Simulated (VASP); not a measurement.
**K: single point with LDA**

K:

```xyz
2
Lattice="-2.3252 2.3252 6.9515 2.3252 -2.3252 6.9515 2.3252 2.3252 -6.9515" Properties=species:S:1:pos:R:3 pbc="T T T"
K     2.6344    1.6346   10.0172
K     0.3092    1.6346   13.4929
```

This isn't the form of K at room conditions, which is bcc.

```json
{
 "Program": "VASP 6.6.1",
 "Task": "single point",
 "Functional": "LDA",
 "Potentials or basis": "VASP PAW LDA potentials, release 64 (K_sv)",
 "Cutoff": "520 eV",
 "k mesh": "2 × 2 × 2",
 "Occupations": "fermi-dirac, width 0.039 eV",
 "Spin": "no spin polarisation"
}
```

```
Pressure               : 0.0 GPa
Band gap on the k mesh : none (metal or under the smearing width)
```

Levels at points of the mesh, in eV from the Fermi level:
| k point | band 5 | band 6 | band 7 | band 8 | band 9 | band 10 | band 11 | band 12 | band 13 | band 14 |
| --- | --- | --- | --- | --- | --- | --- | --- | --- | --- | --- |
| (0.00, 0.00, 0.00) | -15.59 | -15.58 | -15.58 | -15.55 | -2.17 | 0.76 | 1.11 | 2.90 | 2.91 | 4.12 |
| (0.50, 0.00, 0.00) | -15.60 | -15.60 | -15.57 | -15.57 | -0.30 | 0.04 | 1.08 | 1.37 | 2.52 | 4.04 |
| (0.50, 0.50, 0.00) | -15.62 | -15.62 | -15.58 | -15.58 | 1.17 | 1.17 | 1.53 | 1.53 | 2.24 | 2.24 |
| (0.50, 0.50, 0.50) | -15.61 | -15.61 | -15.57 | -15.57 | -1.29 | -1.29 | 2.39 | 2.39 | 3.85 | 3.85 |

Wall time 34 s on 1 thread of Intel(R) Xeon(R) Platinum 8259CL CPU @ 2.50GHz (Skylake/Cascade Lake), with other jobs on the host, peak memory 0.32 GiB.

Caveat: the k mesh is coarse (spacing up to 0.96 Å⁻¹), so the values aren't converged.
